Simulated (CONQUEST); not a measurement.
Runs of CONQUEST 1.3 on GaN. Symmetry: P6_3mc, No. 186, hexagonal system. The conventional cell has a = 3.180 Å, b = 3.180 Å, c = 5.166 Å, α = 90.00°, β = 90.00°, γ = 120.00°. Ga (site symmetry 3m) has 4 N at 1.94 to 1.95 Å as nearest neighbours. Around N (site symmetry 3m) lie 4 Ga at 1.94 to 1.95 Å. 

| task | level | potentials or basis | cell | k mesh | gap on the mesh (eV) | pressure (GPa) | largest force (eV/Å) |
| --- | --- | --- | --- | --- | --- | --- | --- |
| single point | PBE | PseudoDojo NC PBE, SZP, grid cutoff 150 Ha | as given | 5 × 3 × 3 | 2.42 | 12.3 | - |
| single point | PBE | PseudoDojo NC PBE, SZP, grid cutoff 150 Ha | as given | 10 × 7 × 6 | 2.42 | 12.3 | - |
| single point | PBE | PseudoDojo NC PBE, DZ, grid cutoff 150 Ha | as given | 5 × 4 × 3 | 2.05 | (a) | 0.15 |
| single point | PBE | PseudoDojo NC PBE, DZ, grid cutoff 150 Ha | atoms moved at random, drawn with an rms of 0.05 Å | 5 × 4 × 3 | 1.92 | 13.4 | 1.81 |
| single point | PBE | PseudoDojo NC PBE, SZP, grid cutoff 150 Ha | atoms moved at random, drawn with an rms of 0.05 Å | 5 × 4 × 3 | 2.28 | 13.0 | 1.76 |
| single point | PBE | PseudoDojo NC PBE, SZP, grid cutoff 150 Ha | as given | 7 × 5 × 4 | 2.42 | 12.3 | - |
| single point | PBE | PseudoDojo NC PBE, SZ, grid cutoff 150 Ha | atoms moved at random, drawn with an rms of 0.05 Å | 5 × 4 × 3 | 1.91 | 18.8 | 1.94 |
| single point | PBE | PseudoDojo NC PBE, SZP, grid cutoff 150 Ha | as given | 8 × 5 × 5 | 2.42 | 12.3 | - |
| single point | PBE | PseudoDojo NC PBE, SZP, grid cutoff 150 Ha | as given | 6 × 4 × 4 | 2.42 | 12.3 | - |

Alike in all rows: no spin polarisation; smearing fermi-dirac 0.05 eV.

Question: Estimate the missing entries.

Answer: (a) 12.7.

Caveats: the atomic basis is small; the basis of atomic orbitals isn't converged, which shifts pressures, moduli and gaps; the real-space grid is too coarse here: the forces don't sum to zero and aren't listed, and the energy moves when atoms move against the grid (some runs); an odd mesh through Γ misses points on the zone boundary, where band edges often lie (some runs); the box holds several primitive cells, so bands are folded and the points are those of the box's own zone (some runs).

A k mesh can miss the band edges, and the runs leave out spin-orbit coupling on Ga.
